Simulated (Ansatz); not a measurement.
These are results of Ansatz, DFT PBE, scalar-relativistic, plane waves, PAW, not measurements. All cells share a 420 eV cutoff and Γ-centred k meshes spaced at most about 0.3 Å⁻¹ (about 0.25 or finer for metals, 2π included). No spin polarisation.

Temperature and zero-point effects are left out.

Question: Which of these relaxed structures of Cd2S is the lowest in energy?
A. Space group P4/mmm (No. 123), tetragonal, a = 5.205 Å, c = 3.914 Å. Around Cd lie 2 S at 2.60 Å; around S lie 4 Cd at 2.60 Å.
B. Space group Cm (No. 8), monoclinic, a = 7.080 Å, b = 3.860 Å, c = 5.943 Å, β = 96.7°. Cd on its first site is surrounded by 2 S at 2.67 Å and 1 Cd at 2.70 Å; Cd on its second site has 3 S at 2.60–2.75 Å and 1 Cd at 2.70 Å; S has 5 Cd at 2.60–2.75 Å.
C. Space group Cmcm (No. 63), orthorhombic, a = 3.786 Å, b = 12.754 Å, c = 5.625 Å. Around Cd on its first site lie 4 S at 2.75–2.83 Å and 2 Cd at 3.11 Å; around Cd on its second site lie 2 S at 2.69 Å and 4 Cd at 2.94–3.11 Å; around S lie 6 Cd at 2.69–2.83 Å.
D. Space group I4/mmm (No. 139), tetragonal, a = 6.860 Å, c = 7.530 Å. Cd has 1 Cd at 2.64 Å, 2 S at 2.72 Å and 2 Cd at 2.98 Å; around S lie 4 Cd at 2.72 Å.

Answer: B. The next of these, C, lies 42 meV/atom higher. Counting S atoms around Cd (those within 1.25 times the shortest such distance or 1.15 times the sum of covalent radii; a slash parts the counts of unlike sites): B has Cd 2/3; C has Cd 2/4; D has Cd 2; A has Cd 2. Origin: A, C and D, invented; B, invented, then shaken at random and relaxed again. The lowest form computed isn't among them: it has space group P-4m2 (No. 115), 25.6 Å³/atom and lies 12 meV/atom below the best shown.

No dispersion correction is applied, so the spacing and binding between layers, chains or molecules are poorly described (I4/mmm, P4/mmm), and this can change margins and order among such cells. Cells relaxed within their symmetry can be saddle points. Some types were kept out of the candidates beforehand, so the set may lack a known form.
